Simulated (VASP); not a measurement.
# CuI (Marshite) (F-43m) in VASP: notebook, part 2 of 2

VASP 6.6.1.

### Step 4. Relaxation of cell and atoms, PBEsol

File INCAR:

```
PREC = Accurate
ENCUT = 600
EDIFF = 1E-7
ISMEAR = 0
SIGMA = 0.03
LREAL = F
LASPH = T
NELM = 80
ALGO = Normal
ISIF = 3
LWAVE = F
LCHARG = F
GGA = PS
IBRION = 2
NSW = 90
EDIFFG = -0.005
```

File KPOINTS:

```
Automatic mesh
0
Gamma
  8 8 8
```

File POSCAR:

```
CuI                                     
1.0
   -0.0000000000      2.9729987622      2.9729987622
    2.9729987622      0.0000000000      2.9729987622
    2.9729987622      2.9729987622     -0.0000000000
  Cu              I             
     1     1
Direct
     0.2500000000000000    0.2500000000000000    0.2500000000000000
     0.0000000000000000    0.0000000000000000    0.0000000000000000
```

Potentials or basis: VASP PAW PBE potentials, release 64 (Cu, I).

Command:

```sh
$ cat potpaw_PBE.64/Cu/POTCAR potpaw_PBE.64/I/POTCAR > POTCAR
$ mpirun -np 1 vasp_std > vasp.out
```

OUTCAR:

```text
PREC = Accurate
   ENCUT = 600
   EDIFF = 1E-7
   ISMEAR = 0
   LREAL = F
   LASPH = T
   NELM = 80
   ISIF = 3
   GGA = PS
   IBRION = 2
   NSW = 90
   EDIFFG = -0.005

 ion  position               nearest neighbor table
   1  0.250  0.250  0.250-   2 2.57   2 2.57   2 2.57   2 2.57
   2  0.000  0.000  0.000-   1 2.57   1 2.57   1 2.57   1 2.57

  LATTYP: Found a face centered cubic cell.
 ALAT       =     5.9459975244

  Lattice vectors:

 A1 = (   0.0000000000,   2.9729987622,   2.9729987622)
 A2 = (   2.9729987622,   0.0000000000,   2.9729987622)
 A3 = (   2.9729987622,   2.9729987622,   0.0000000000)

Analysis of symmetry for initial positions (statically):
=====================================================================
 Subroutine PRICEL returns:
 Original cell was already a primitive cell.

 Routine SETGRP: Setting up the symmetry group for a
 face centered cubic supercell.

 Subroutine GETGRP returns: Found 24 space group operations
 (whereof 24 operations were pure point group operations)
 out of a pool of 48 trial point group operations.

The static configuration has the point symmetry T_d .

Analysis of symmetry for dynamics (positions and initial velocities):
=====================================================================
 Subroutine PRICEL returns:
 Original cell was already a primitive cell.

 Routine SETGRP: Setting up the symmetry group for a
 face centered cubic supercell.

 Subroutine GETGRP returns: Found 24 space group operations
 (whereof 24 operations were pure point group operations)
 out of a pool of 48 trial point group operations.

The dynamic configuration has the point symmetry T_d .

 Subroutine INISYM returns: Found 24 space group operations
 (whereof 24 operations are pure point group operations),
 and found     1 'primitive' translations

----------------------------------------------------------------------------------------

                                     Primitive cell

  volume of cell :      52.5550

  direct lattice vectors                    reciprocal lattice vectors
     0.000000000  2.972998762  2.972998762    -0.168180359  0.168180359  0.168180359
     2.972998762  0.000000000  2.972998762     0.168180359 -0.168180359  0.168180359
     2.972998762  2.972998762  0.000000000     0.168180359  0.168180359 -0.168180359

  length of vectors
     4.204455170  4.204455170  4.204455170     0.291296927  0.291296927  0.291296927

  position of ions in fractional coordinates (direct lattice)
     0.250000000  0.250000000  0.250000000
     0.000000000  0.000000000  0.000000000

  ion indices of the primitive-cell ions
   primitive index   ion index
                 1           1
                 2           2

----------------------------------------------------------------------------------------

 KPOINTS: Automatic mesh

Automatic generation of k-mesh.
 Grid dimensions read from file:
 generate k-points for:    8    8    8

 Generating k-lattice:

  Cartesian coordinates                     Fractional coordinates (reciprocal lattice)
    -0.021022545  0.021022545  0.021022545     0.125000000  0.000000000  0.000000000
     0.021022545 -0.021022545  0.021022545     0.000000000  0.125000000  0.000000000
     0.021022545  0.021022545 -0.021022545     0.000000000  0.000000000  0.125000000

  Length of vectors
     0.036412116  0.036412116  0.036412116

  Shift w.r.t. Gamma in fractional coordinates (k-lattice)
     0.000000000  0.000000000  0.000000000

 Subroutine IBZKPT returns following result:
 ===========================================

 Found     29 irreducible k-points:

 Following reciprocal coordinates:
            Coordinates               Weight
  0.000000  0.000000  0.000000      1.000000
  0.125000  0.000000  0.000000      8.000000
  0.250000  0.000000  0.000000      8.000000
  0.375000  0.000000  0.000000      8.000000
  0.500000  0.000000  0.000000      4.000000
  0.125000  0.125000  0.000000      6.000000
[... 16 lines left out ...]
  0.500000  0.250000  0.125000     48.000000
 -0.375000  0.250000  0.125000     24.000000
 [... further k-points ...]
   k-points           NKPTS =     29   k-points in BZ     NKDIM =     29   number of bands    NBANDS=     13
   number of dos      NEDOS =    301   number of ions     NIONS =      2
   total plane-waves  NPLWV =  46656
   dimension x,y,z NGX =    36 NGY =   36 NGZ =   36
   dimension x,y,z NGXF=    72 NGYF=   72 NGZF=   72
   ions per type =               1   1
   NGX,Y,Z   is equivalent  to a cutoff of  14.23, 14.23, 14.23 a.u.
   NGXF,Y,Z  is equivalent  to a cutoff of  28.47, 28.47, 28.47 a.u.
 SYSTEM =  unknown system
   PREC   = accura    normal or accurate (medium, high low for compatibility)
   ISTART =      0    job   : 0-new  1-cont  2-samecut
   ICHARG =      2    charge: 1-file 2-atom 10-const
   ISPIN  =      1    spin polarized calculation?
   LNONCOLLINEAR =      F non collinear calculations
   LSORBIT =      F    spin-orbit coupling
   LASPH  =      T    aspherical Exc in radial PAW
   ENCUT  =  600.0 eV  44.10 Ry    6.64 a.u.   8.40  8.40  8.40*2*pi/ulx,y,z
   NELM   =     80;   NELMIN=  2; NELMDL= -5     # of ELM steps
   EDIFF  = 0.1E-06   stopping-criterion for ELM
   LREAL  =      F    real-space projection
   EDIFFG = -.5E-02   stopping-criterion for IOM
   NSW    =     90    number of steps for IOM
   IBRION =      2    ionic relax: 0-MD 1-quasi-New 2-CG
   NFREE  =      1    steps in history (QN), initial steepest desc. (CG)
   ISIF   =      3    stress and relaxation
   ISYM   =      2    0-nonsym 1-usesym 2-fastsym
   POTIM  = 0.5000    time-step for ionic-motion
   TEBEG  =    0.0;   TEEND  =   0.0 temperature during run
   PSTRESS=    0.0 pullay stress
   NELECT =      18.0000    total number of electrons
   NUPDOWN=      -1.0000    fix difference up-down
   EMIN   =  10.00;   EMAX   =-10.00  energy-range for DOS
   EFERMI =   0.00;   METHOD = LEGACY
   ISMEAR =     0;   SIGMA  =   0.03  broadening in eV -4-tet -1-fermi 0-gaus
   EFERMI_NEDOS =   21; number of points for ismear=-14 and -15
   IALGO  =     38    algorithm
   IMIX   =      4    mixing-type and parameters
     AMIX     =   0.40;   BMIX     =  1.00
     AMIX_MAG =   1.60;   BMIX_MAG =  1.00
  volume/ion in A,a.u.               =      26.28       177.33
  Fermi-wavevector in a.u.,A,eV,Ry     =   1.145410  2.164511 17.850352  1.311964
  Thomas-Fermi vector in A             =   2.282098
   LORBIT       =      0    0 simple, 1 ext, 2 COOP (PROOUT), +10 PAW based schemes
   GGA     = PS    functional components
   LHFCALC =     F    Hartree Fock is set to
   AEXX    =    0.0000 exact exchange contribution
   IVDW    =     0    specifies the selected vdW correction
   LEPSILON=     F    determine dielectric tensor
   LRPA    =     F    only Hartree local field effects (RPA)
 conjugate gradient relaxation of ions
 non-spin polarized calculation
 Gauss-broadening in eV      SIGMA  =   0.03
  energy-cutoff  :      600.00
  volume of cell :       52.56
 maximum number of plane-waves:      1807
 NGX is ok and might be reduce to    36
   NGX = 17   NGY = 17   NGZ = 17

 number of electron      17.9999991 magnetization

 Free energy of the ion-electron system (eV)
  ---------------------------------------------------
  ext. energy  EPLUGINS =         0.00000000
  ---------------------------------------------------
  free energy    TOTEN  =        -6.32073521 eV

  energy without entropy =       -6.32073521  energy(sigma->0) =       -6.32073521

 E-fermi :   5.1001     XC(G=0):  -9.4112

 val. band max:        4.9332211163   @ k =   0.0000   0.0000   0.0000
 cond. band min:       6.1200255983   @ k =   0.0000   0.0000   0.0000
 fundamental gap:      1.1868044820
 Fermi energy:         5.1000767700

 k-point     1 :       0.0000    0.0000    0.0000
  band No.  band energies     occupation
      1      -9.4157      2.00000
      2       1.0120      2.00000
      3       1.0120      2.00000
      4       1.0120      2.00000
      5       2.8046      2.00000
      6       2.8046      2.00000
      7       4.9332      2.00000
      8       4.9332      2.00000
      9       4.9332      2.00000
     10       6.1200      0.00000
     11       9.6964      0.00000
     12       9.6964      0.00000
     13       9.6964      0.00000
[... 354 lines left out ...]
  band No.  band energies     occupation
      1      -8.6607      2.00000
      2      -0.7567      2.00000
      3       0.4540      2.00000
      4       1.0082      2.00000
      5       2.7300      2.00000
      6       2.8154      2.00000
      7       2.9421      2.00000
      8       3.4280      2.00000
      9       3.7714      2.00000
     10       8.4993      0.00000
     11       9.4455      0.00000
     12      11.1878      0.00000
     13      12.3919      0.00000

 [... further k-points ...]
[... 5 lines left out ...]
  --------------------------------------------------------------------------------------
  -------------------------------------------------------------------------------------
  Total       -0.0083263     -0.0083263     -0.0083263      0.0000000      0.0000000      0.0000000
  in kB       -0.2538336     -0.2538336     -0.2538336      0.0000000      0.0000000      0.0000000
  external PRESSURE =      -0.2538336 kB  Pullay stress =       0.0000000 kB

 VOLUME and BASIS-vectors are now :
 -----------------------------------------------------------------------------
  energy-cutoff  :      600.00
  volume of cell :       52.56
      direct lattice vectors                 reciprocal lattice vectors
     0.000000000  2.972998762  2.972998762    -0.168180359  0.168180359  0.168180359
     2.972998762  0.000000000  2.972998762     0.168180359 -0.168180359  0.168180359
     2.972998762  2.972998762  0.000000000     0.168180359  0.168180359 -0.168180359

 POSITION                                       TOTAL-FORCE (eV/Angst)
 -----------------------------------------------------------------------------------
      1.48650      1.48650      1.48650        -0.000000     -0.000000     -0.000000
      0.00000      0.00000      0.00000         0.000000      0.000000      0.000000
 -----------------------------------------------------------------------------------
    total drift:                                0.000000      0.000000      0.000000

  FREE ENERGIE OF THE ION-ELECTRON SYSTEM (eV)
  ---------------------------------------------------
  free  energy   TOTEN  =        -6.3207352089 eV

  energy  without entropy=       -6.3207352089  energy(sigma->0) =       -6.32073521

 reached required accuracy - stopping structural energy minimisation
```

OSZICAR:

```text
N       E                     dE             d eps       ncg     rms          rms(c)
DAV:   1     0.104071176626E+03    0.10407E+03   -0.84382E+03   754   0.168E+03
DAV:   2     0.145581868529E+01   -0.10262E+03   -0.96675E+02   764   0.284E+02
DAV:   3    -0.638521453191E+01   -0.78410E+01   -0.76787E+01  1000   0.857E+01
DAV:   4    -0.665081819104E+01   -0.26560E+00   -0.26533E+00   858   0.138E+01
DAV:   5    -0.666199133235E+01   -0.11173E-01   -0.11173E-01  1096   0.323E+00    0.631E+00
DAV:   6    -0.656819023598E+01    0.93801E-01   -0.56024E+00   783   0.703E+01    0.409E+00
DAV:   7    -0.632311083878E+01    0.24508E+00   -0.12239E+00   834   0.428E+01    0.178E+00
DAV:   8    -0.632624087947E+01   -0.31300E-02   -0.94028E-02  1098   0.624E+00    0.675E-01
DAV:   9    -0.632077533132E+01    0.54655E-02   -0.22350E-02   937   0.474E+00    0.276E-01
DAV:  10    -0.632086565316E+01   -0.90322E-04   -0.85379E-04   879   0.251E-01    0.233E-01
DAV:  11    -0.632073555032E+01    0.13010E-03   -0.39645E-04  1079   0.675E-01    0.753E-02
DAV:  12    -0.632073304186E+01    0.25085E-05   -0.19450E-04  1216   0.319E-01    0.466E-02
DAV:  13    -0.632073461140E+01   -0.15695E-05   -0.12568E-05   978   0.304E-02    0.481E-02
DAV:  14    -0.632073758205E+01   -0.29706E-05   -0.47069E-06  1070   0.749E-02    0.943E-03
DAV:  15    -0.632073758328E+01   -0.12303E-08   -0.10683E-06  1011   0.164E-02    0.293E-02
DAV:  16    -0.632073571084E+01    0.18724E-05   -0.23615E-06  1052   0.542E-02    0.138E-02
DAV:  17    -0.632073527795E+01    0.43289E-06   -0.97610E-07  1146   0.240E-02    0.561E-03
DAV:  18    -0.632073520892E+01    0.69031E-07   -0.57656E-08   432   0.676E-03
   1 F= -.63207352E+01 E0= -.63207352E+01  d E =-.632074E+01
```

Wall time 28 s (1 thread of Intel Xeon Platinum 8488C (Sapphire Rapids), shared host); peak memory 0.21 GiB.

Results:

* Free energy: -6.3207 eV
* Pressure after relaxing: 0.0 GPa
* Band gap on the k mesh: 1.19 eV, direct

Final structure:
```xyz
2
Lattice="0.0000 2.9730 2.9730 2.9730 0.0000 2.9730 2.9730 2.9730 0.0000" Properties=species:S:1:pos:R:3 pbc="T T T"
Cu    1.4865    1.4865    1.4865
I     0.0000    0.0000    0.0000
```

Levels at points of the mesh, in eV from the valence-band top:
| k point | band 5 | band 6 | band 7 | band 8 | band 9 | band 10 | band 11 | band 12 | band 13 |
| --- | --- | --- | --- | --- | --- | --- | --- | --- | --- |
| (0.00, 0.00, 0.00) | -2.13 | -2.13 | 0.00 | 0.00 | 0.00 | 1.19 | 4.76 | 4.76 | 4.76 |
| (0.50, 0.00, 0.00) | -2.10 | -2.10 | -2.05 | -0.81 | -0.81 | 2.13 | 5.32 | 5.32 | 7.33 |
| (0.50, 0.50, 0.00) | -2.17 | -2.06 | -2.03 | -1.73 | -1.73 | 2.48 | 2.81 | 9.49 | 10.02 |

Caveat: the relaxation stopped at its first step, so nothing moved; the PAW data sets were made with another functional, which shifts forces and pressure a little; spin-orbit coupling is left out, which moves the levels of the heavy elements.

### Step 5. Single point, LDA

This run uses another cell than the first one, of 27.86 Å³/atom, 1.060 times its volume.

File INCAR:

```
SYSTEM = CuI
  PREC = Accurate
  ENCUT = 520
  EDIFF = 1E-7
  ISMEAR = 0
  SIGMA = 0.03
  LREAL = .False.
  LASPH = .True.
  NELM = 80
  ALGO = Fast
  ISIF = 2
  LWAVE = .False.
  LCHARG = .False.
  NBANDS = 16
  KPAR = 4
```

File KPOINTS:

```
regular mesh
0
Gamma
  6 6 6
  0 0 0
```

File POSCAR:

```
CuI
1.0
    0.0000000000      3.0315000000      3.0315000000
    3.0315000000      0.0000000000      3.0315000000
    3.0315000000      3.0315000000      0.0000000000
Cu I
1 1
Direct
    0.2500000000      0.2500000000      0.2500000000
    0.0000000000      0.0000000000      0.0000000000
```

Potentials or basis: VASP PAW LDA potentials, release 64 (Cu, I).

Command:

```sh
$ cat potpaw_LDA.64/Cu/POTCAR potpaw_LDA.64/I/POTCAR > POTCAR
$ mpirun -np 4 vasp_std > vasp.out
```

It took 3.1 s on 4 MPI ranks of Intel Xeon 6975P-C (Granite Rapids), shared host; peak memory 0.15 GiB.

The run converged. Its results:

```yaml
Free_energy: -6.9158 eV
Pressure: -4.3 GPa
Band_gap_on_the_k_mesh: 1.00 eV, direct
```

Levels at points of the mesh, in eV from the valence-band top:
```
           k point  band 5  band 6  band 7  band 8  band 9  band 10  band 11  band 12  band 13  band 14
(0.00, 0.00, 0.00)   -1.92   -1.92    0.00    0.00    0.00     1.00     4.87     4.87     4.87     7.98
(0.50, 0.00, 0.00)   -1.89   -1.89   -1.85   -0.72   -0.72     2.07     5.40     5.40     7.25     8.96
(0.50, 0.50, 0.00)   -1.95   -1.86   -1.83   -1.55   -1.55     2.62     2.85     9.04     9.70     9.70
```

Caveat: spin-orbit coupling is left out, which moves the levels of the heavy elements. As with any semilocal functional, this LDA gap is likely too small.

### Step 6. Overview

| task | level | potentials or basis | cell | k mesh | cutoff (eV) | grid for exact exchange (PRECFOCK) | screening parameter | gap on the mesh (eV) | pressure (GPa) |
| --- | --- | --- | --- | --- | --- | --- | --- | --- | --- |
| relaxation of cell and atoms | HSE06 | VASP PAW PBE potentials, release 64 (Cu, I) | relaxed | 6 × 6 × 6 | 520 | Fast | 0.2 1/A | 2.58 | 0.0 |
| relaxation of cell and atoms | PBEsol | VASP PAW PBE potentials, release 64 (Cu, I) | relaxed | 8 × 8 × 8 | 600 | - | - | 1.19 | 0.0 |
| single point | LDA | VASP PAW LDA potentials, release 64 (Cu, I) | F-43m, 27.86 Å³/atom | 6 × 6 × 6 | 520 | - | - | 1.00 | -4.3 |

Alike in all rows: no spin polarisation; smearing gaussian 0.03 eV.

Caveats: spin-orbit coupling is left out, which moves the levels of the heavy elements; the PAW data sets were made with another functional, which shifts forces and pressure a little (some runs); the relaxation stopped at its first step, so nothing moved (some runs).

Total energies depend on the potentials used, so only differences within one code and one set of settings carry meaning.
